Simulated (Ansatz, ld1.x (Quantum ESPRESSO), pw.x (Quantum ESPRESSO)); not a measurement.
## tungsten (diamond): variants of one TM potential in the solid

tungsten, norm-conserving Troullier–Martins (Kleinman–Bylander form), made with ld1.x (Quantum ESPRESSO) 7.5 (PBE, scalar-relativistic). Core [Xe] 4f14, reference 5d4 6s2 6p0. Waves: 6p (bound, empty): rc 3.40 bohr; 5d (bound): rc 2.20 bohr; 6s (bound): rc 2.35 bohr. Local part: the s channel. Core correction: Bessel-smoothed model core inside 2.15 bohr.

Crystal test: diamond W in pw.x 7.5, no spin, 8³ k-points, Fermi–Dirac smearing 0.01 Ry, cutoffs set for each file from its atomic test. The reference is all-electron LAPW (Ansatz 0.2.0) with the same functional, mesh and smearing; V0 and B0 come from Birch–Murnaghan fits to the pressures at five volumes. Errors are pseudo minus all-electron; Δ is the rms difference of the E(V) curves that follow from these fits, minima aligned, over ±6 % about the mean V0. Mesh and smearing are coarse, so the numbers serve the comparison and aren't converged zero-temperature values; the lattice is a test structure that the element need not adopt.

All-electron: a0 = 5.834 Å (V0 = 24.82 Å³/atom), B0 = 119.3 GPa.

Base: The largest radius (3.40 bohr) exceeds half the bond length (2.39 bohr), so the spheres overlap, which is one possible source of error among others. This is a poor potential for the solid.

2 further variants are left out: they gave no file fit for a test, a broken result, the same result as the base, or pressures whose basis-set error rivals the error shown.

A dash in a converged row means that the minimum lies outside the volumes sampled.

```csv
change,cutoffs (Ry),pw.x,a0 (Å),a0 error (%),B0 error (%),Δ (meV/atom),mean pressure error (GPa)
base,50/200,converged,5.871,+0.63,-2.1,12.1,+2.27
reference 5d4 6s0 6p0,50/200,converged,5.872,+0.64,-2.1,12.3,+2.32
core correction Bessel-smoothed model core inside 1.80 bohr,50/200,converged,5.871,+0.62,-2.0,12.0,+2.26
```

Problem. Give the row for: local potential the d channel.

Solution. pw.x: converged; bound ghost; mean pressure error (GPa): +27.88.
